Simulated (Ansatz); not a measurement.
## Sr under changes of volume

One of the cells (56.319 Å³/atom); the others are scaled copies at fixed shape and fractional positions:

```xyz
1
Lattice="0.0000 3.0423 3.0423 3.0423 0.0000 3.0423 3.0423 3.0423 0.0000" Properties=species:S:1:pos:R:3 pbc="T T T"
Sr    0.0000    0.0000    0.0000
```

* Program: Ansatz 0.2.0
* Functional: PBE
* Potentials or basis: Ansatz PAW
* Cutoff: 420 eV (not typed: the program's choice for these potentials)
* k mesh: 8 × 8 × 8
* Occupations: fermi-dirac, width 0.05 eV
* Spin: no spin polarisation

| volume (Å³/atom) | energy over the lowest point (meV/atom) | pressure (GPa) |
| --- | --- | --- |
| 52.940 | ? | ? |
| 54.067 | 0.00 | 0.1 |
| 55.193 | 0.20 | -0.1 |
| 56.319 | 2.01 | -0.3 |
| 57.446 | 5.29 | -0.5 |
| 58.572 | 9.89 | -0.7 |
| 59.698 | 15.70 | -0.9 |

Problem. What does the run at 52.940 Å³/atom give?

Solution. Energy over the lowest point 1.58 meV/atom; pressure 0.4 GPa.

Worked out: A Birch-Murnaghan fit of order 3 (a polynomial in V^(-2/3)) to the other rows has its minimum at 54.49 Å³/atom with B0 = V·E''(V) = 11.8 GPa and B' = 3.7. It gives 1.58 meV/atom at 52.940 Å³/atom, against the run's 1.58, and -dE/dV = 0.4 GPa, against 0.4.

Energies are extrapolated to zero smearing.
